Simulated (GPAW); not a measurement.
**Re in GPAW: convergence with vacuum thickness (A)**

Input of the first run (vacuum thickness (A) 7); the others differ in this setting and in those tied to it:

File run.py:

```python
import numpy as np
from ase.dft.bandgap import bandgap
from ase.io import read, write
from gpaw import GPAW, PW, setup_paths

setup_paths.insert(0, '.')

atoms = read('POSCAR')
atoms.pbc = (True, True, False)

calc = GPAW(mode=PW(450),
            xc='GGA_X_PBEINT+GGA_C_PBEINT',
            kpts={'size': (11, 11, 1), 'gamma': True},
            occupations={'name': 'fermi-dirac', 'width': 0.05},
            nbands=58,
            convergence={'density': 1e-05, 'energy': 1e-05},
            maxiter=150,
            poissonsolver={'dipolelayer': 'xy'},
            txt='gpaw.txt')
atoms.calc = calc
energy = atoms.get_potential_energy()
forces = atoms.get_forces()
calc.write('gs.gpw')
write('result.traj', atoms)
print(f'Energy: {energy:.6f} eV')
print('Forces (eV/A):')
print(forces.round(4))
print('Fermi level:', round(calc.get_fermi_level(), 4), 'eV')
print(f'Gap: {bandgap(calc)[0]:.4f} eV, direct: {bandgap(calc, direct=True)[0]:.4f} eV')

v = calc.get_electrostatic_potential().mean(axis=(0, 1))
z = np.arange(len(v)) * atoms.cell[2, 2] / len(v)
ef = calc.get_fermi_level()
np.savetxt('planar.dat', np.c_[z, v], fmt='%.4f')
below, above = np.interp([1.5, atoms.cell[2, 2] - 1.5], z, v) - ef
print(f'Work functions: bottom {below:.4f} eV, top {above:.4f} eV')
print('Dipole moment:', *calc.get_dipole_moment().round(5), 'e A')
```

File POSCAR:

```
Re
1.0
    2.7930717857      0.0000000000      0.0000000000
   -1.3965358928      2.4188711210      0.0000000000
    0.0000000000      0.0000000000     16.1221340000
Re
5
Direct
    0.6666666667      0.3333333333      0.2170928489
    0.3333333333      0.6666666667      0.3585464284
    0.0000000000      0.0000000000      0.5000000079
    0.6666666667      0.3333333333      0.6414535873
    0.3333333333      0.6666666667      0.7829071668
```

Potentials or basis: PAW data sets generated in the run's folder for this functional, pw.

Launch:

```console
$ gpaw-setup -f GGA_X_PBEINT+GGA_C_PBEINT Re
$ OMP_NUM_THREADS=1 python run.py
```

The slab is cut from a database's or a generator's crystal, which needn't be the stable form of the element.

Hardware: 1 thread of Intel(R) Xeon(R) Processor @ 2.50GHz (Skylake/Cascade Lake) (shared host).

The values tried are 7, 8, 9, 10.5, 12, 15, 18, loosest first. From which on does the work function stay within 0.02 eV of the tightest run that finished?

From 10.5 on.

```
vacuum thickness (A)  energy less the tightest run, at zero smearing (meV/atom)  work function (eV)  SCF cycles  CPU time (s)  peak memory (GiB)
                   7                                                      -0.21               4.811          18           160                0.2
                   8                                                      -0.16               5.174          18           180               0.21
                   9                                                      -0.07               5.274          18           180               0.21
                10.5                                                      -0.01               5.306          18           190               0.22
                  12                                                      -0.08               5.311          19           200               0.22
                  15                                                      -0.03               5.312          19           190               0.24
                  18                                                       0.00               5.312          21           260               0.25
```

Against the tightest run, the energy stays within 1 meV/atom from 7 on. The tightest run that finished is the yardstick and may itself not be fully converged.

Spin-orbit coupling is left out, which matters for the levels of Re.
